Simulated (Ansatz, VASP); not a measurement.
**Cd in VASP and in Ansatz**

File INCAR:

```
SYSTEM = Cd
  PREC = Accurate
  ENCUT = 520
  EDIFF = 1E-8
  ISMEAR = -1
  SIGMA = 0.05
  LREAL = .FALSE.
  LASPH = .TRUE.
  NELM = 80
  ALGO = Normal
  ISIF = 2
  LWAVE = .FALSE.
  LCHARG = .FALSE.
  GGA = PE
  LEFG = .TRUE.
  NBANDS = 19
```

The input KPOINTS:

```
Automatic mesh
0
G
  14 14 7
  0 0 0
```

POSCAR

```
Cd
1.0
    2.9588794728      0.0000000000      0.0000000000
   -1.4794397363      2.5624647901      0.0000000000
    0.0000000000      0.0000000000      5.5799465150
Cd
2
Direct
    0.3333333333      0.6666666667      0.2500000000
    0.6666666667      0.3333333333      0.7500000000
```

Input for Ansatz:

```yaml
crystal:
  lattice:
    - [2.9588794728, 0.0, 0.0]
    - [-1.4794397363, 2.5624647901, 0.0]
    - [0.0, 0.0, 5.579946515]
  atoms:
    - { symbol: Cd, position: [0.3333333333, 0.6666666667, 0.25] }
    - { symbol: Cd, position: [0.6666666667, 0.3333333333, 0.75] }
kpoints:
  mp_grid: { grid: [14, 14, 7] }
scf:
  occupations: { method: fermi_dirac, width: 0.05 }
hamiltonian:
  xc: pbe
  pseudopotentials: { kind: paw }
output:
  forces: true
  stress: true
  eigenvalues: true
  efg: { contact_densities: true }
```

Change from the starting cell: volume scaled by 0.98, PAW files.

Alike in both runs: task electric field gradients; functional PBE; k mesh 14 × 14 × 7; occupations fermi-dirac, width 0.05 eV; no spin polarisation.

|  | VASP | Ansatz |
| --- | --- | --- |
| version | VASP 6.6.1 | Ansatz 0.2.0 |
| potentials or method | VASP PAW PBE potentials, release 64 (Cd) | PAW with Ansatz's default frozen-core files, scalar-relativistic |
| plane-wave cutoff (eV) | 520 | 420 |
| valence electrons in the cell | 24 | 40 |

```csv
,VASP,Ansatz,Ansatz less VASP
pressure (GPa),4.7,4.3,-0.38
largest component of the traceless stress (GPa),1.50,1.33,-0.166
Vzz of the field gradient on the site that differs most (V/Å²),84.8,78.5,-6.22
```

With one functional, cell and mesh, what is left measures potentials, basis and numerics. The two sets of potentials don't hold the same shells in valence. Ansatz warned: «gradients_without_spin_orbit».
